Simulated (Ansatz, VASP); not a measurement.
# Two plane-wave programs on InP

```
In P
1.0
     0.00000    2.98003    3.06944
     2.98003    0.00000    3.06944
     2.98003    2.98003    0.00000
In P
1 1
Direct
  0.00000 0.00000 0.00000
  0.75000 0.75000 0.75000
```

Change from the starting cell: strain +0.000 along x and y, +0.030 along z, atoms carried along.

Alike in both runs: task single point; functional PBE; k mesh 10 × 10 × 10; occupations gaussian, width 0.05 eV; no spin polarisation.

|  | VASP | Ansatz |
| --- | --- | --- |
| version | VASP 6.6.1 | Ansatz 0.2.0 |
| potentials or method | VASP PAW PBE potentials, release 64 (In_d, P) | scalar-relativistic, plane waves, PAW |
| plane-wave cutoff (eV) | 520 | 420 |
| valence electrons in the cell | 18 | 18 |

|  | VASP | Ansatz | Ansatz less VASP |
| --- | --- | --- | --- |
| gap on the k mesh at the Fermi level (eV) | 0.23 | 0.23 | +0.003 |
| least direct gap on the mesh (eV) | 0.23 | 0.23 | +0.003 |
| pressure (GPa) | -1.7 | -1.7 | +0.04 |
| largest component of the traceless stress (GPa) | 0.86 | 0.86 | +0.001 |

With one functional, cell and mesh, what is left measures potentials, basis and numerics.

Caveats: spin-orbit coupling is left out, which moves the levels of the heavy elements.
